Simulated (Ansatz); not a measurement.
**Ionic part of the dielectric constant of ZnS at 12 GPa, mode by mode**

Method: DFT LDA, scalar-relativistic, plane waves, PAW (Ansatz). Cutoff 420 eV, 10×10×10 k-points (Γ-centred), fixed occupations. No spin polarisation. Phonons by linear response, acoustic sum rule imposed.

It takes space group F-43m (No. 216, cubic). The conventional cell has a = 5.108 Å, b = 5.108 Å, c = 5.108 Å, α = 90.00°, β = 90.00°, γ = 90.00°. Zn (site symmetry -43m) is surrounded by 4 S at 2.21 Å. Around S (site symmetry -43m) lie 4 Zn at 2.21 Å.

At this pressure the crystal is close to a known change of phase.

The primitive cell has V = 33.32 Å³ and ε∞,zz = 6.213. Each polar mode adds Δε = (4.92064×10⁷/V)·S/ν² along z, with S its oscillator strength in e²/amu, ν in cm⁻¹ and V in Å³.

Task: From these modes, find each Δε and ε0,zz.
| ν (cm⁻¹) | S_zz (e²/amu) |
| --- | --- |
| 348.7 | 0.1416 |

Result:
```json
{"ν (cm⁻¹)": "348.7", "Δε": "1.72"}
```

The sum is 1.720, so ε0,zz = 7.93; the run's tensor has 7.93.

Task: Where do the longitudinal modes lie for a wave vector along z?

Result: At 394 cm⁻¹. The Lyddane–Sachs–Teller product Π(ν_LO/ν_TO)² = 1.28 matches ε0/ε∞ = 1.28.

Cost: 1 run of about 0.57 core-minutes, on Intel Xeon Platinum 8488C (Sapphire Rapids) (shared hosts).

Most of the static dielectric response of compressed ZnS is electronic: the lattice adds only 1.72 to an ε∞ of 6.213. The Zn–S bond is polar but substantially covalent, so the opposed motion of the two sublattices carries a moderate dynamical charge against a stiff restoring force. Since the ionic term falls with the square of the frequency, the high transverse mode at 348.7 cm⁻¹ keeps it small. The macroscopic field that lifts the longitudinal mode to 394 cm⁻¹ is in turn weakened by electronic screening.

The electronic part is probably too large, as LDA places the conduction band too low and so makes the electrons too polarisable; for a given dynamical charge, this also narrows the longitudinal–transverse splitting. The Lyddane–Sachs–Teller match shows internal consistency and doesn't test ε∞ itself. The firm polar mode gives no hint of a ferroelectric-type instability, but it says little about the reconstructive change to sixfold coordination expected under pressure, which needn't involve softening at the zone centre.
